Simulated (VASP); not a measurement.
Set up this calculation in VASP 6.6.1, as the native input.

```
Task                   : single point
Functional             : r2SCAN
Potentials or basis    : VASP PAW PBE potentials, release 64 (Sn_d, Te)
Cutoff                 : 520 eV
k mesh                 : 4 × 4 × 4
Occupations            : gaussian, width 0.1 eV
Spin                   : no spin polarisation
Dipole correction      : no
Further INCAR settings : ALGO = Normal; EDIFF = 1e-07; NBANDS = 17
```

SnTe:

```
Sn Te
1.0
     0.00000    3.61115    3.61115
     3.61115    0.00000    3.61115
     3.61115    3.61115    0.00000
Sn Te
1 1
Direct
  0.00000 0.00000 0.00000
  0.75000 0.75000 0.75000
```

Measurements of this composition are mostly on another form, of space group No. 225.

The input as run:

POSCAR

```
SnTe
1.0
    0.0000000000      3.6111460000      3.6111460000
    3.6111460000      0.0000000000      3.6111460000
    3.6111460000      3.6111460000      0.0000000000
Sn Te
1 1
Direct
    0.0000000000      0.0000000000      0.0000000000
    0.7500000000      0.7500000000      0.7500000000
```

INCAR.step1

```
  ALGO = Normal
  EDIFF = 1E-4
  ENCUT = 520
  GGA = PE
  ISMEAR = 0
  LASPH = True
  LCHARG = False
  LREAL = False
  LWAVE = True
  NBANDS = 17
  NELM = 100
  PREC = Accurate
  SIGMA = 0.1
```

INCAR.step2

```
  ALGO = Normal
  EDIFF = 1E-7
  ENCUT = 520
  ISIF = 2
  ISMEAR = 0
  ISTART = 1
  LASPH = True
  LCHARG = False
  LMIXTAU = True
  LREAL = False
  LWAVE = False
  METAGGA = R2SCAN
  NBANDS = 17
  NELM = 100
  PREC = Accurate
  SIGMA = 0.1
```

KPOINTS

```
k-points
0
Gamma
  4 4 4
```

Potentials or basis: VASP PAW PBE potentials, release 64 (Sn_d, Te).

Launch:

```console
$ cat potpaw_PBE.64/Sn_d/POTCAR potpaw_PBE.64/Te/POTCAR > POTCAR
$ cp INCAR.step1 INCAR
$ mpirun -np 1 vasp_std > vasp.out
$ cp INCAR.step2 INCAR
$ mpirun -np 1 vasp_std > vasp.out
```

It gave:

The pressure is -0.8 GPa and the band gap on the k mesh is 0.16 eV, indirect (least direct gap 0.90 eV).

Caveat: the PAW data sets were made with another functional, which shifts forces and pressure a little; spin-orbit coupling is left out, which moves the levels of the heavy elements.

Wall time 70 s on 1 thread of Intel(R) Xeon(R) Platinum 8375C CPU @ 2.90GHz (Ice Lake), on a shared host, peak memory 0.26 GiB.
